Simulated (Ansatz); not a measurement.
# HgSe: the change of pressure and energy less free atoms with volume scale

Periodic Kohn-Sham DFT of a crystal at fixed atoms, scaled to volume_scale times the given cell; pressure positive in compression, energy less spherical unpolarised free atoms, largest_vzz the field gradient of largest size among the nuclei. The results are calculated, by Ansatz 0.2.0.

The cell before it is scaled or strained (space group F-43m, No. 216):
```
CELL_PARAMETERS angstrom
0.00000 3.03600 3.03600
3.03600 0.00000 3.03600
3.03600 3.03600 0.00000
ATOMIC_POSITIONS crystal
Hg 0.00000 0.00000 0.00000
Se 0.75000 0.75000 0.75000
```

Settings of every row: method all-electron LAPW; functional PBE; relativity scalar; k mesh 9x9x9; filling fermi-dirac; smearing width 0.02 eV; basis error target 0.25 meV/atom; nucleus gaussian.

Atom start moment: 0 on all atoms.

Limits: no spin-orbit coupling on heavy atoms.

```
row  volume scale  V (Å³/atom)  pressure (GPa)  energy less free atoms (eV/atom)
  1          0.96       26.864           7.869                           -1.9693
  2          0.98       27.424           6.308                            -1.994
  3             1       27.984               ?                                 ?
  4          1.02       28.543           3.661                           -2.0285
  5          1.04       29.103           2.541                           -2.0393
```

Question: what pressure and energy less free atoms should row 3 give?

Worked fit of pressure. Take u = (V_r/V)^(2/3) − 1 with V_r = 27.983 Å³ an atom, which is twice the finite (Eulerian) strain; such expansions in the strain, on which the Birch-Murnaghan equation of state is built, carry the rest volume and the bulk modulus. The shown rows have u = 0.02758, 0.01354, -0.01312, -0.02582. Least squares give pressure = 4.9125 + 99.249 × u + 287.5 × u² GPa; a straight line predicts inner rows, each left out in turn, worse (root mean square 0.12 against 0.0027 GPa). The rows lie off it by 0.001, -0.001, 0.001, -0.001. The withheld row has u = -2e-05, so the fit gives 4.9125 + 99.249 × (-2e-05) + 287.5 × (-2e-05)² = 4.911 GPa.

The calculation gave 4.911 GPa. The fit meets it to the printed digit.

Worked fit of energy less free atoms. Take u = (V_r/V)^(2/3) − 1 with V_r = 27.983 Å³ an atom, which is twice the finite (Eulerian) strain; such expansions in the strain, on which the Birch-Murnaghan equation of state is built, carry the rest volume and the bulk modulus. The shown rows have u = 0.02758, 0.01354, -0.01312, -0.02582. Least squares give energy less free atoms = −2.01354 + 1.2906 × u + 11.36 × u² eV/atom; a straight line predicts inner rows, each left out in turn, worse (root mean square 0.0047 against 4.2e-05 eV/atom). All shown rows lie on it to the printed digit. The withheld row has u = -2e-05, so the fit gives −2.01354 + 1.2906 × (-2e-05) + 11.36 × (-2e-05)² = -2.0136 eV/atom.

The calculation gave -2.0136 eV/atom. The fit meets it to the printed digit.
